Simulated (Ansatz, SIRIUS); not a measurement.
Given: the input of a run of Ansatz 0.2.0 on TiC. Atoms were shifted at random by some hundredths of an Å from the given cell, which wasn't relaxed again for these runs. The cell is a database's computed one, not the measured one.

The input input.yaml:

```yaml
crystal:
  lattice:
    - [0.0, 2.1657188437, 2.1657188437]
    - [2.1657188437, 0.0, 2.1657188437]
    - [2.1657188437, 2.1657188437, 0.0]
  atoms:
    - { symbol: Ti, position: [-0.017918, 0.021534, -0.007178] }
    - { symbol: C, position: [0.48439, 0.507434, 0.514174] }
kpoints:
  mp_grid: { grid: [11, 11, 11] }
scf:
  occupations: { method: fermi_dirac, width: 0.05 }
hamiltonian:
  xc: pbesol
  pseudopotentials: { kind: all_electron, lapw: { basis_error: 0.001 } }
output:
  forces: true
  stress: true
  eigenvalues: true
  populations: true
```

Potentials or basis: all-electron LAPW, scalar-relativistic.

Command:

```console
$ ansatz run input.yaml --threads 1 --pin off --max-ram 3072MiB --backend cpu --events-out ev --progress --plain --runs-dir out
```

Task: Translate it to SIRIUS 7.12.0. Potentials or basis there: PseudoDojo 0.4.1 PBEsol standard (scalar relativistic), cutoff 1152 eV.

Result: As run (cutoffs and basis follow the program's own potentials, and thresholds, step limits or extra output files can differ):

Contents of sirius.json:

```json
{
  "control": {
    "processing_unit": "cpu",
    "verbosity": 2,
    "num_bands_to_print": 15,
    "print_forces": true,
    "print_stress": true
  },
  "parameters": {
    "electronic_structure_method": "pseudopotential",
    "xc_functionals": ["XC_GGA_X_PBE_SOL", "XC_GGA_C_PBE_SOL"],
    "gk_cutoff": 9.2,
    "pw_cutoff": 18.4,
    "ngridk": [11, 11, 11],
    "shiftk": [0, 0, 0],
    "smearing": "fermi_dirac",
    "smearing_width": 0.0018374661,
    "num_bands": 15,
    "num_mag_dims": 0,
    "num_dft_iter": 100,
    "energy_tol": 1e-08,
    "density_tol": 1e-06
  },
  "iterative_solver": {
    "type": "davidson",
    "min_tolerance": 1e-10
  },
  "mixer": {
    "type": "anderson",
    "beta": 0.7,
    "max_history": 8
  },
  "settings": {
    "tol_ne": 1e-10,
    "pseudo_grid_cutoff": 6.5
  },
  "unit_cell": {
    "lattice_vectors": [
      [0.0, 4.092615477534, 4.092615477534],
      [4.092615477534, 0.0, 4.092615477534],
      [4.092615477534, 4.092615477534, 0.0]
    ],
    "atom_coordinate_units": "lattice",
    "atom_types": ["Ti", "C"],
    "atom_files": {
      "C": "C.json",
      "Ti": "Ti.json"
    },
    "atoms": {
      "Ti": [
        [-0.017918, 0.021534, -0.007178]
      ],
      "C": [
        [0.48439, 0.507434, 0.514174]
      ]
    }
  }
}
```

Potentials or basis: PseudoDojo 0.4.1 PBEsol standard (scalar relativistic).

Command:

```bash
$ upf_to_json C.upf
$ upf_to_json Ti.upf
$ OMP_NUM_THREADS=1 sirius.scf --input=sirius.json --output=out.json --task=0
```

Both were run:

|  | Ansatz | SIRIUS |
| --- | --- | --- |
| Pressure | -6.3 GPa | -6.1 GPa |
| Largest force | 0.550 eV/Å | 0.553 eV/Å |

Where Ansatz's input types no cutoff or centring, it takes its own default and a Γ-centred mesh.

Pressure is positive in compression.
